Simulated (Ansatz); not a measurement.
Runs of Ansatz 0.2.0 on Pt. The structure is cubic, space group Im-3m (No. 229). The conventional cell has a = 3.168 Å, b = 3.168 Å, c = 3.168 Å, α = 90.00°, β = 90.00°, γ = 90.00°. Pt (site symmetry m-3m) has 8 Pt at 2.74 Å as nearest neighbours. This isn't the form of Pt at room conditions, which is fcc.

```tsv
task	level	cell	cutoff (eV)	points for each segment of the path	gap on the mesh (eV)	pressure (GPa)	relaxed volume (Å³/atom)
band structure	HSEsol	as given	420	4	none	(b)	-
band structure	HSE06	as given	420	4	none	-9.0	-
single point	r2SCANh	as given	500	-	none	-8.6	-
relaxation of cell and atoms	HF	relaxed	420	-	none	0.0	15.90
single point	B3LYP	as given	420	-	none	4.3	-
single point	HF	as given	420	-	none	0.0	-
single point	PBEsol0	as given	420	-	none	(a)	-
relaxation of cell and atoms	HSEsol	relaxed	420	-	none	0.0	14.97
```

Alike in all rows: potentials or basis Ansatz PAW; no spin polarisation; k mesh 6 × 6 × 6; smearing fermi-dirac 0.05 eV; the mesh is coarse, so values aren't converged.

Estimate the missing entries.

(a) -15.6; (b) -14.9.

Caveats: all runs use coarse meshes; the PAW data sets come from PBE, with cores solved anew for the run's functional, which leaves a small shift of forces and pressure; the thresholds are loose for stress (some runs); spin-orbit coupling is left out, which moves the levels of the heavy elements (some runs); the plane-wave basis is chosen anew once the cell has moved, so the energies of steps on either side of that aren't comparable (some runs); so large a pressure means that the cell lies far from this level's equilibrium, or that cutoff or potentials fall short (some runs).

A k mesh can miss the band edges, and the runs leave out spin-orbit coupling on Pt.

A gap of «none» marks a metal or a gap under the smearing width.
